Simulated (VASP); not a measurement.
Input of a VASP 6.6.1 run:

The input POSCAR:

```
GaN
1.0
    0.0000000000      2.2535006075      2.2535006075
    2.2535006075      0.0000000000      2.2535006075
    2.2535006075      2.2535006075      0.0000000000
Ga N
1 1
Direct
    0.0000000000      0.0000000000      0.0000000000
    0.2500000000      0.2500000000      0.2500000000
```

Contents of INCAR.step1:

```
SYSTEM = GaN
ALGO     = Normal         ! electronic algorithm
EDIFF    = 1E-5           ! SCF threshold, eV
ENCUT    = 520            ! plane-wave cutoff, eV
GGA      = PE             ! functional
ISIF     = 2              ! what is computed and relaxed
ISMEAR   = 0              ! smearing method
KPAR     = 4            
LASPH    = .True.         ! aspherical terms in the spheres
LCHARG   = .False.        ! write CHGCAR
LREAL    = .False.        ! projectors in reciprocal space
LWAVE    = .True.         ! write WAVECAR
NBANDS   = 16             ! bands
NELM     = 80             ! most SCF steps
PREC     = Accurate       ! precision mode
SIGMA    = 0.02           ! smearing width, eV
```

The input INCAR.step2:

```
SYSTEM = GaN
ALGO     = Normal         ! electronic algorithm
EDIFF    = 1E-7           ! SCF threshold, eV
ENCUT    = 520            ! plane-wave cutoff, eV
GGA      = PE             ! functional
HFSCREEN = 0.2            ! screening, 1/A
ISIF     = 2              ! what is computed and relaxed
ISMEAR   = 0              ! smearing method
ISTART   = 1            
KPAR     = 4            
LASPH    = .True.         ! aspherical terms in the spheres
LCHARG   = .False.        ! write CHGCAR
LHFCALC  = .True.         ! exact exchange
LREAL    = .False.        ! projectors in reciprocal space
LWAVE    = .False.        ! write WAVECAR
NBANDS   = 16             ! bands
NELM     = 80             ! most SCF steps
PREC     = Accurate       ! precision mode
PRECFOCK = Fast         
SIGMA    = 0.02           ! smearing width, eV
```

File KPOINTS:

```
k-points
0
Gamma
  8 8 8
  0 0 0
```

File KPOINTS_OPT:

```
path GXWKGLUWLK,UX
8
line-mode
reciprocal
 0.0000000000  0.0000000000  0.0000000000  G
 0.5000000000  0.0000000000  0.5000000000  X

 0.5000000000  0.0000000000  0.5000000000  X
 0.5000000000  0.2500000000  0.7500000000  W

 0.5000000000  0.2500000000  0.7500000000  W
 0.3750000000  0.3750000000  0.7500000000  K

 0.3750000000  0.3750000000  0.7500000000  K
 0.0000000000  0.0000000000  0.0000000000  G

 0.0000000000  0.0000000000  0.0000000000  G
 0.5000000000  0.5000000000  0.5000000000  L

 0.5000000000  0.5000000000  0.5000000000  L
 0.6250000000  0.2500000000  0.6250000000  U

 0.6250000000  0.2500000000  0.6250000000  U
 0.5000000000  0.2500000000  0.7500000000  W

 0.5000000000  0.2500000000  0.7500000000  W
 0.5000000000  0.5000000000  0.5000000000  L

 0.5000000000  0.5000000000  0.5000000000  L
 0.3750000000  0.3750000000  0.7500000000  K

 0.6250000000  0.2500000000  0.6250000000  U
 0.5000000000  0.0000000000  0.5000000000  X
```

Potentials or basis: VASP PAW PBE potentials, release 64 (Ga_d, N).

Command:

```bash
$ cat potpaw_PBE.64/Ga_d/POTCAR potpaw_PBE.64/N/POTCAR > POTCAR
$ cp INCAR.step1 INCAR
$ mpirun -np 4 vasp_std > vasp.out
$ cp INCAR.step2 INCAR
$ mpirun -np 4 vasp_std > vasp.out
```

Problem. Estimate the band gap along the path.

Solution. 2.99 eV, direct.

Problem. What does it give for the pressure?

Solution. -1.3 GPa.

Problem. What does it give for the band gap on the k mesh?

Solution. 2.99 eV, direct.

Levels at the corners of the path, in eV from the valence-band top:
| point | band 7 | band 8 | band 9 | band 10 | band 11 | band 12 |
| --- | --- | --- | --- | --- | --- | --- |
| Γ | 0.00 | 0.00 | 0.00 | 2.99 | 11.94 | 11.94 |
| X | -6.57 | -2.91 | -2.91 | 4.47 | 8.17 | 13.60 |
| X | -6.57 | -2.91 | -2.91 | 4.47 | 8.17 | 13.60 |
| W | -6.04 | -4.02 | -3.86 | 7.54 | 10.32 | 11.95 |
| W | -6.04 | -4.02 | -3.86 | 7.54 | 10.32 | 11.95 |
| K | -6.24 | -4.58 | -2.34 | 6.24 | 9.62 | 12.86 |
| K | -6.24 | -4.58 | -2.34 | 6.24 | 9.62 | 12.86 |
| Γ | 0.00 | 0.00 | 0.00 | 2.99 | 11.94 | 11.94 |
| Γ | 0.00 | 0.00 | 0.00 | 2.99 | 11.94 | 11.94 |
| L | -7.55 | -1.04 | -1.04 | 6.10 | 10.44 | 11.93 |
| L | -7.55 | -1.04 | -1.04 | 6.10 | 10.44 | 11.93 |
| U | -6.24 | -4.58 | -2.34 | 6.24 | 9.62 | 12.86 |
| U | -6.24 | -4.58 | -2.34 | 6.24 | 9.62 | 12.86 |
| W | -6.04 | -4.02 | -3.86 | 7.54 | 10.32 | 11.95 |
| W | -6.04 | -4.02 | -3.86 | 7.54 | 10.32 | 11.95 |
| L | -7.55 | -1.04 | -1.04 | 6.10 | 10.44 | 11.93 |
| L | -7.55 | -1.04 | -1.04 | 6.10 | 10.44 | 11.93 |
| K | -6.24 | -4.58 | -2.34 | 6.24 | 9.62 | 12.86 |
| U | -6.24 | -4.58 | -2.34 | 6.24 | 9.62 | 12.86 |
| X | -6.57 | -2.91 | -2.91 | 4.47 | 8.17 | 13.60 |

Caveat: the PAW data sets were made with another functional, which shifts forces and pressure a little.

**The experiment to reproduce.**

From a printed reference work, textbook, for a bulk crystal of GaN at 0 K: band gap 3.299 eV (direct).

Against the measured gap of GaN, 3.299 eV (direct; 0 K; a printed reference work, textbook), the calculated 2.99 eV is off by -0.31 eV. Spin-orbit coupling on Ga is left out. The value is that of HSE06, without temperature or zero-point motion. The cell is a database's relaxed one, not the measured one, which moves gaps too.
